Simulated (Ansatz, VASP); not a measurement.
**P in VASP and in Ansatz**

INCAR

```
PREC     = Accurate       # precision mode
ENCUT    = 520            # plane-wave cutoff, eV
EDIFF    = 1E-7           # SCF threshold, eV
ISMEAR   = 0              # smearing method
SIGMA    = 0.15           # smearing width, eV
LREAL    = F              # projectors in reciprocal space
LASPH    = T              # aspherical terms in the spheres
NELM     = 80             # most SCF steps
ALGO     = Normal         # electronic algorithm
ISIF     = 2              # what is computed and relaxed
LWAVE    = F              # write WAVECAR
LCHARG   = F              # write CHGCAR
GGA      = PS             # functional
NBANDS   = 8              # bands
```

KPOINTS

```
Automatic mesh
0
Gamma
  12 12 12
```

The input POSCAR:

```
P
1.0
    4.3797274788      0.0000000000      0.0000000000
    0.0000000000      4.3797274788      0.0000000000
    0.0000000000      0.0000000000      4.1591000000
P
1
Direct
    0.0000000000      0.0000000000      0.0000000000
```

Input for Ansatz:

```yaml
crystal:
  lattice:
    - [4.3797274788, 0.0, 0.0]
    - [0.0, 4.3797274788, 0.0]
    - [0.0, 0.0, 4.1591]
  atoms:
    - { symbol: P, position: [0.0, 0.0, 0.0] }
basis:
  ecutwfc: 420
kpoints:
  mp_grid: { grid: [12, 12, 12] }
hamiltonian:
  xc: pbesol
scf:
  occupations: { method: gaussian, width: 0.15 }
output:
  forces: true
  stress: true
  eigenvalues: true
```

Change from the starting cell: strain +0.025 along x and y, -0.050 along z, atoms carried along.

Alike in both runs: task single point; functional PBEsol; k mesh 12 × 12 × 12; occupations gaussian, width 0.15 eV; no spin polarisation.

```csv
,VASP,Ansatz
version,VASP 6.6.1,Ansatz 0.2.0
potentials or method,"VASP PAW PBE potentials, release 64 (P)","scalar-relativistic, plane waves, PAW"
plane-wave cutoff (eV),520,420
valence electrons in the cell,5,5
```

|  | VASP | Ansatz | Ansatz less VASP |
| --- | --- | --- | --- |
| gap on the k mesh at the Fermi level (eV) | none | none | - |
| pressure (GPa) | -3.9 | -3.9 | +0.01 |
| largest component of the traceless stress (GPa) | 0.60 | 0.59 | 0.000 |

A gap of «none» marks a metal or a gap that the smearing closes.

Caveats: the PAW data sets were made with another functional, which shifts forces and pressure a little (VASP).
